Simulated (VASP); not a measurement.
A run of VASP 6.6.1:

INCAR

```
SYSTEM = Nb
ALGO = Normal ; EDIFF = 1E-7
EDIFFG = -0.005 ; ENCUT = 580
GGA = PS ; IBRION = 2
ISIF = 3 ; ISMEAR = 0
LASPH = .True. ; LCHARG = .False.
LREAL = .False. ; LWAVE = .False.
NELM = 60 ; NSW = 90
PREC = Accurate ; SIGMA = 0.1
```

Contents of KPOINTS:

```
k-points
0
Gamma
  18 18 10
  0 0 0
```

POSCAR

```
Nb
1.0
    2.9416827500      0.0000000000      0.0000000000
   -1.4708413800      2.5475719900      0.0000000000
    0.0000000000      0.0000000000      4.8037679400
Nb
2
Direct
    0.3333333300      0.6666666700      0.2500000000
    0.6666666700      0.3333333300      0.7500000000
```

Potentials or basis: VASP PAW PBE potentials, release 64 (Nb_pv).

Run with:

```bash
$ cat potpaw_PBE.64/Nb_pv/POTCAR > POTCAR
$ mpirun -np 1 vasp_std > vasp.out
```

Hardware: 1 thread of Intel(R) Xeon(R) 6975P-C (Granite Rapids), on a shared host.

Q: How long does it take, and how much memory?

A: It took 4.6 min on 1 thread of Intel(R) Xeon(R) 6975P-C (Granite Rapids), on a shared host, peak memory 0.27 GiB. Counts: scf iterations 75, k points 222, ion steps 9.
